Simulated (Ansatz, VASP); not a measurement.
# One calculation of CO, two programs

POSCAR

```
CO
1.0
   12.0000000000      0.0000000000      0.0000000000
    0.0000000000     12.0000000000      0.0000000000
    0.0000000000      0.0000000000     12.0000000000
C O
1 1
Direct
    0.5000000000      0.5000000000      0.4530000000
    0.5000000000      0.5000000000      0.5470000000
```

The input INCAR.step1:

```
SYSTEM = CO
  PREC = Accurate
  ENCUT = 520
  ISMEAR = 0
  SIGMA = 0.01
  LREAL = .False.
  LASPH = .True.
  NELM = 100
  NBANDS = 12
  GGA = PE
  ALGO = Normal
  EDIFF = 1E-4
  LWAVE = .True.
  LCHARG = .False.
```

INCAR.step2

```
SYSTEM = CO
  PREC = Accurate
  ENCUT = 520
  EDIFF = 1E-6
  ISMEAR = 0
  SIGMA = 0.01
  LREAL = .False.
  LASPH = .True.
  NELM = 100
  ALGO = Normal
  ISIF = 2
  LWAVE = .False.
  LCHARG = .True.
  METAGGA = R2SCAN
  LMIXTAU = .True.
  LELF = .True.
  LVHAR = .True.
  NBANDS = 12
  ISTART = 1
```

The input KPOINTS:

```
Automatic mesh
0
Gamma
  1 1 1
  0 0 0
```

Input for Ansatz:

```yaml
crystal:
  lattice:
    - [12.0, 0.0, 0.0]
    - [0.0, 12.0, 0.0]
    - [0.0, 0.0, 12.0]
  atoms:
    - { symbol: C, position: [0.5, 0.5, 0.453] }
    - { symbol: O, position: [0.5, 0.5, 0.547] }
scf:
  occupations: { method: fixed }
output:
  forces: true
  stress: false
  core_levels: { shells: { O: "1s", C: "1s" } }
  write_density: true
  write_potential: true
  elf: true
  volumetric_format: npy
hamiltonian:
  xc: r2scan
kpoints:
  mp_grid: { grid: [1, 1, 1] }
```

Alike in both runs: task single point; functional r2SCAN; k mesh 1 × 1 × 1; no spin polarisation.

|  | VASP | Ansatz |
| --- | --- | --- |
| version | VASP 6.6.1 | Ansatz 0.2.0 |
| potentials or method | VASP PAW PBE potentials, release 64 (C, O) | scalar-relativistic, plane waves, PAW |
| plane-wave cutoff (eV) | 520 | 500 |
| occupations | gaussian, width 0.01 eV | fixed |
| valence electrons in the cell | 10 | 10 |

Ansatz gave:

* gap on the k mesh at the Fermi level (eV): 7.79
* least direct gap on the mesh (eV): 7.79
* rms of the force components (eV/Å): 0.129

Problem. What did VASP give for the same quantities?

Solution. gap on the k mesh at the Fermi level (eV): 7.81; least direct gap on the mesh (eV): 7.81; rms of the force components (eV/Å): 0.478.

Atom by atom the forces differ by 0.607 eV/Å (rms over components). One of these differences is far larger than is usual between the two programs; its cause wasn't traced. Ansatz warned: «xc_potential_rough_in_thin_density».

Caveats: the standard files for N, O and F lose accuracy on very short bonds; the PAW data sets were made with another functional, which shifts forces and pressure a little (VASP). r2SCAN opens gaps a little over a GGA but as a rule still falls short of measured ones.
